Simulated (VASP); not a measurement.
Set up this calculation in VASP 6.6.1, as the native input.

```
Task                    : density of states
Functional              : PBEsol
Potentials or basis     : VASP PAW PBE potentials, release 64 (Ti_sv, O)
Cutoff                  : 520 eV
k mesh                  : 5 × 5 × 5
Occupations             : gaussian, width 0.02 eV
Spin                    : no spin polarisation
k mesh for the DOS      : 8 × 8 × 8
Occupations for the DOS : tetrahedron
Further INCAR settings  : ALGO = Normal; EDIFF = 1e-06
```

Crystal: TiO2.

```xyz
12
Lattice="4.8127 0.0000 0.0000 0.0000 4.8719 0.0000 -0.8629 0.0000 4.9666" Properties=species:S:1:pos:R:3 pbc="T T T"
Ti    1.1513    0.2573    1.0586
Ti    3.2300    2.6932    1.4247
Ti    2.7985    4.6146    3.9080
Ti    0.7198    2.1787    3.5419
O    -0.4276    0.8622    4.2293
O     3.9459    3.2981    3.2206
O     4.3774    4.0097    0.7373
O     0.0039    1.5738    1.7460
O     1.7406    3.6911    2.3183
O     2.6406    1.2552    0.1650
O     2.2092    1.1808    2.6483
O     1.3092    3.6167    4.8016
```

The cell comes from a database or a generator and needn't be the stable form of this composition.

The input as run:

POSCAR

```
TiO2
1.0
    4.8126997814      0.0000000000      0.0000000000
    0.0000000000      4.8718844600      0.0000000000
   -0.8628854487      0.0000000000      4.9665942755
Ti O
4 8
Direct
    0.2774352600      0.0528083600      0.2131482700
    0.7225647400      0.5528083600      0.2868517300
    0.7225647400      0.9471916400      0.7868517300
    0.2774352600      0.4471916400      0.7131482700
    0.0638382200      0.1769655200      0.8515567400
    0.9361617800      0.6769655200      0.6484432600
    0.9361617800      0.8230344800      0.1484432600
    0.0638382200      0.3230344800      0.3515567400
    0.4453609900      0.7576317400      0.4667718600
    0.5546390100      0.2576317400      0.0332281400
    0.5546390100      0.2423682600      0.5332281400
    0.4453609900      0.7423682600      0.9667718600
```

INCAR.step1

```
SYSTEM = TiO2
ALGO = Normal
EDIFF = 1E-6
ENCUT = 520
GGA = PS
ISIF = 2
ISMEAR = 0
LASPH = .True.
LCHARG = .True.
LMAXMIX = 4
LREAL = .False.
LWAVE = .False.
NELM = 60
PREC = Accurate
SIGMA = 0.02
```

KPOINTS.step1

```
k-points
0
Gamma
  5 5 5
  0 0 0
```

INCAR.step2

```
SYSTEM = TiO2
ALGO = Normal
EDIFF = 1E-6
ENCUT = 520
GGA = PS
ICHARG = 11
ISIF = 2
ISMEAR = -5
LASPH = .True.
LCHARG = .False.
LMAXMIX = 4
LORBIT = 11
LREAL = .False.
LWAVE = .False.
NEDOS = 2001
NELM = 60
PREC = Accurate
SIGMA = 0.02
```

KPOINTS.step2

```
k-points
0
Gamma
  8 8 8
  0 0 0
```

Potentials or basis: VASP PAW PBE potentials, release 64 (Ti_sv, O).

The run is started by

```bash
$ cat potpaw_PBE.64/Ti_sv/POTCAR potpaw_PBE.64/O/POTCAR > POTCAR
$ cp INCAR.step1 INCAR
$ cp KPOINTS.step1 KPOINTS
$ mpirun -np 1 vasp_std > vasp.out
$ cp INCAR.step2 INCAR
$ cp KPOINTS.step2 KPOINTS
$ mpirun -np 1 vasp_std > vasp.out
```

It gave:

```
Valence electrons inside the program's atomic spheres : Ti 10.24; O 5.05, 5.04
```

Wall time 7.7 min on 1 thread of Intel(R) Xeon(R) Platinum 8559C (Emerald Rapids), with other jobs on the host, peak memory 0.78 GiB.
